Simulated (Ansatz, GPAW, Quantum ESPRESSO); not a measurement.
## One calculation of Sn, 5 ways

```
CELL_PARAMETERS angstrom
-1.89465 1.89465 1.89465
1.89465 -1.89465 1.89465
1.89465 1.89465 -1.89465
ATOMIC_POSITIONS crystal
Sn 0.00000 0.00000 0.00000
```

This isn't the form of Sn at room conditions, which is tetragonal (white tin).

Alike in all runs: task band structure; functional PBEsol; k mesh 10 × 10 × 10; occupations fermi-dirac, width 0.05 eV; no spin polarisation; no spin-orbit coupling. Pressure is positive in compression and, in plane waves, holds the error of the finite cutoff, which Ansatz's Pulay term estimates and takes out.

| program and potentials | plane-wave cutoff (eV) | notes | pressure (GPa) |
| --- | --- | --- | --- |
| Ansatz, Ansatz PAW | 420 | potentials made for PBE, which Ansatz adapts in part; Pulay term of +0.03 GPa included | -2.18 |
| Ansatz, all-electron LAPW, scalar-relativistic | - | - | -2.17 |
| Ansatz, PAW datasets made for the crystal | 240 | - | -2.18 |
| GPAW, PAW data sets generated for this functional | 600 | - | -2.41 |
| Quantum ESPRESSO, GBRV 1.5 PBEsol | 925 | - | -2.41 |

The pressure spans -2.41 (GPAW, PAW data sets generated for this functional) to -2.17 GPa (Ansatz, all-electron LAPW, scalar-relativistic), with all-electron results at -2.17.

Differences between rows come from potentials, basis sets and numerical settings, since the functional is the same but for its coding. Runs on potential files found faulty are left out.
